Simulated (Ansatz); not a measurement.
Set up this calculation in Ansatz 0.2.0, as the native input.

```
Task                : density of states
Functional          : PBEsol
Potentials or basis : all-electron LAPW, scalar-relativistic
Cutoff              : 350 eV (chosen from the basis error)
Basis error allowed : 0.001 eV/atom
k mesh              : 10 × 10 × 9
Occupations         : fermi-dirac, width 0.05 eV
Spin                : no spin polarisation
Hubbard terms       : Ta d U = 8 eV
```

TaN:

```
Ta N
1.0
     2.93800    0.00000    0.00000
    -1.46900    2.54438    0.00000
     0.00000    0.00000    2.88300
Ta N
1 1
Direct
  0.00000 0.00000 0.50000
  0.66667 0.33333 0.00000
```

One way to write it, as run:

input.yaml

```yaml
crystal:
  lattice:
    - [2.938, 0.0, 0.0]
    - [-1.469, 2.5443826363, 0.0]
    - [0.0, 0.0, 2.883]
  atoms:
    - { symbol: Ta, position: [0.0, 0.0, 0.5] }
    - { symbol: "N", position: [0.6666666667, 0.3333333333, 0.0] }
kpoints:
  mp_grid: { grid: [10, 10, 9] }
scf:
  occupations: { method: fermi_dirac, width: 0.05 }
hamiltonian:
  xc: pbesol
  pseudopotentials: { kind: all_electron, lapw: { basis_error: 0.001 } }
  hubbard:
    sites: [{ species: Ta, l: d, u_eff: 8 }]
    double_counting: fll
    projectors: ortho-atomic
output:
  forces: true
  stress: true
  eigenvalues: true
  dos: { projected: false, de: 0.1, e_range: [-20, 10] }
```

Potentials or basis: all-electron LAPW, scalar-relativistic.

Launch:

```console
$ ansatz run input.yaml --threads 1 --pin off --max-ram 3072MiB --backend cpu --events-out ev --progress --plain --runs-dir out
```

Results of the run:

```
Pressure               : 4.2 GPa
Band gap on the k mesh : none (metal or under the smearing width)
```

Caveat: U is the effective U less J, on atomic orbitals that reach past the spheres; U without spin polarisation on a metal has little footing.

Wall time 48 s on 1 thread of Arm Neoverse V1, on a shared host, peak memory 0.38 GiB.
